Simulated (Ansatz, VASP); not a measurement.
**Two plane-wave programs on HfN**

File INCAR:

```
SYSTEM = HfN
  ALGO = Normal
  EDIFF = 1E-7
  EDIFFG = -0.05
  ENCUT = 600
  GGA = PS
  IBRION = 2
  ISIF = 3
  ISMEAR = -1
  IVDW = 12
  LASPH = .True.
  LCHARG = .False.
  LREAL = .False.
  LWAVE = .False.
  NELM = 80
  NSW = 80
  PREC = Accurate
  SIGMA = 0.15
```

KPOINTS

```
k-points
0
Gamma
  9 9 5
  0 0 0
```

File POSCAR:

```
HfN
1.0
    3.1339080000      0.0000000000      0.0000000000
   -1.5669540000      2.7140439411      0.0000000000
    0.0000000000      0.0000000000      5.4167680000
Hf N
2 2
Direct
    0.6666666667      0.3333333333      0.7500000000
    0.3333333333      0.6666666667      0.2500000000
    0.0000000000      0.0000000000      0.0000000000
    0.0000000000      0.0000000000      0.5000000000
```

Input for Ansatz:

```yaml
crystal:
  lattice:
    a: 3.133908
    b: 3.133908
    c: 5.416768
    alpha: 90.0
    beta: 90.0
    gamma: 120.0
  atoms:
    - { symbol: Hf, position: [0.6666666666666666, 0.3333333333333333, 0.75] }
    - { symbol: Hf, position: [0.3333333333333333, 0.6666666666666666, 0.25] }
    - { symbol: "N", position: [0.0, 0.0, 0.0] }
    - { symbol: "N", position: [0.0, 0.0, 0.5] }
basis:
  ecutwfc: 450.0
kpoints:
  mp_grid:
    grid: [9, 9, 5]
    shift: [0.0, 0.0, 0.0]
hamiltonian:
  xc: pbesol
  dispersion: d3bj
scf:
  occupations:
    method: fermi_dirac
    width: 0.15
relax:
  f_tol: 0.05
  cell: {}
```

The cell comes from a database or a generator and needn't be the stable form of this composition.

Alike in both runs: task relaxation of cell and atoms; functional PBEsol; dispersion D3(BJ); k mesh 9 × 9 × 5; occupations fermi-dirac, width 0.15 eV; no spin polarisation.

|  | VASP | Ansatz |
| --- | --- | --- |
| version | VASP 6.6.1 | Ansatz 0.2.0 |
| potentials or method | VASP PAW PBE potentials, release 64 (Hf_pv, N) | plane waves, PAW |
| plane-wave cutoff (eV) | 600 | 450 |
| valence electrons in the cell | 30 | 62 |

VASP gave:

* relaxed volume (Å³/atom): 11.12
* relaxed cell length with the largest relative difference (Å): 3.097
* energy change over the relaxation (meV/atom): -13

**Question.** Which values does Ansatz return?

**Answer.** Relaxed volume (Å³/atom): 11.20; relaxed cell length with the largest relative difference (Å): 3.105; energy change over the relaxation (meV/atom): -8.

The two sets of potentials don't hold the same shells in valence.

Caveats: the PAW data sets were made with another functional, which shifts forces and pressure a little (VASP); pairwise dispersion overbinds metals, which lowers pressure and volume. Spin-orbit coupling is left out, which matters for the levels of Hf.
